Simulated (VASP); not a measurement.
Crystal: MgO.

```
Mg O
1.0
     3.24058    0.00000    0.00000
    -1.62029    2.80642    0.00000
     0.00000    0.00000    5.19172
Mg O
2 2
Direct
  0.33333 0.66667 0.50000
  0.66667 0.33333 0.00000
  0.66667 0.33333 0.37901
  0.33333 0.66667 0.87901
```

The cell was built by a generator and needn't be a form met in nature.

| Item | Value |
| --- | --- |
| Program | VASP 6.6.1 |
| Task | relaxation of cell and atoms |
| Functional | PBEsol |
| Potentials or basis | VASP PAW PBE potentials, release 64 (Mg, O) |
| Cutoff | 600 eV |
| k mesh | 9 × 9 × 5 |
| Occupations | gaussian, width 0.03 eV |
| Spin | no spin polarisation |

At the start: pressure 0.8 GPa; volume 11.80 Å³/atom.

Q: How do energy, volume and symmetry change on relaxing?

A: Over 10 steps the energy falls by 4.9 meV/atom and the volume is 11.82 Å³/atom (+0.2 %); space group P6_3mc (No. 186, to 0.05 Å).

The path:
| step | energy change (eV) | largest force (eV/Å) | pressure (GPa) | volume (Å³) |
| --- | --- | --- | --- | --- |
| 1 | 0.0000 | 0.1673 | 0.85 | 47.22 |
| 2 | -0.0065 | 0.0809 | -0.30 | 47.64 |
| 3 | -0.0079 | 0.0361 | -0.94 | 47.89 |
| 4 | -0.0133 | 0.0429 | -0.46 | 47.67 |
| 5 | -0.0180 | 0.0742 | 0.43 | 47.21 |
| 6 | -0.0180 | 0.0789 | 0.54 | 47.16 |
| 7 | -0.0195 | 0.0143 | -0.17 | 47.33 |
| 8 | -0.0195 | 0.0062 | -0.05 | 47.31 |
| 9 | -0.0195 | 0.0080 | -0.07 | 47.31 |
| 10 | -0.0196 | 0.0013 | -0.07 | 47.30 |

Final structure:
```cif
data_structure
_symmetry_space_group_name_H-M 'P 1'
_symmetry_Int_Tables_number 1
_cell_length_a 3.2992
_cell_length_b 3.2992
_cell_length_c 5.0173
_cell_angle_alpha 90.000
_cell_angle_beta 90.000
_cell_angle_gamma 120.000
_cell_volume 47.30
loop_
_atom_site_label
_atom_site_type_symbol
_atom_site_fract_x
_atom_site_fract_y
_atom_site_fract_z
_atom_site_occupancy
Mg1 Mg 0.33333 0.66667 0.49100 1
Mg2 Mg 0.66667 0.33333 0.99100 1
O1 O 0.66667 0.33333 0.38801 1
O2 O 0.33333 0.66667 0.88801 1
```

Caveat: the PAW data sets were made with another functional, which shifts forces and pressure a little.
